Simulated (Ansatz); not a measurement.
Structure relaxation of TaN

Theory: DFT r2SCAN, scalar-relativistic, plane waves, PAW in Ansatz. Cutoff 500 eV, Γ-centred k mesh, Gaussian smearing, no spin polarisation in the final step.

The start is a database structure of TaN, space group Fm-3m (No. 225).

```xyz
2
Lattice="0.0000 2.1790 2.1790 2.1790 0.0000 2.1790 2.1790 2.1790 0.0000" Properties=species:S:1:pos:R:3 pbc="T T T"
Ta    2.1790    2.1790    2.1790
N     0.0000    0.0000    0.0000
```

Steps on the 6×6×6 mesh (2 atoms). 4 of 4 steps are shown, and the free energy counts from the last. Trial steps that were taken back and renewals of the plane-wave basis can be among the rows.

```
step  ΔF (meV/atom) V (Å³/atom) P (GPa)
   1            9.1        10.35    10.30
   2            1.5        10.75    -3.61
   3            0.2        10.64    -0.17
   4            0.0        10.64    -0.17
```

A final relaxation ran on a 22×22×22 mesh. The relaxed crystal, Fm-3m (No. 225):

Space group Fm-3m (No. 225). a = 4.396 Å, b = 4.396 Å, c = 4.396 Å, α = 90.00°, β = 90.00°, γ = 90.00°
| atom | site | symmetry | x | y | z |
| --- | --- | --- | --- | --- | --- |
| Ta | 4b | m-3m | 0.5000 | 0.0000 | 0.0000 |
| N | 4a | m-3m | 0.0000 | 0.0000 | 0.0000 |

| Quantity | Value |
| --- | --- |
| Volume per atom | 10.62 Å³ |
| Density | 15.24 g/cm³ |
| Energy over the elements | -0.96 eV/atom |
| Gap on the 22×22×22 mesh | 0 eV (a metal) |

Formation energies are uncorrected and refer to the elements' standard structures at the same level (N₂ as a molecule).

The final run used a 22×22×22 mesh on its 2-atom cell and 0.10 eV smearing. For metals, differences of a few meV/atom aren't resolved. Spin–orbit coupling is left out.

A structure relaxed within its symmetry needn't be a true minimum.

Cost: 3 runs of about 1.6 core-minutes in all, on Arm Neoverse N1 (shared hosts).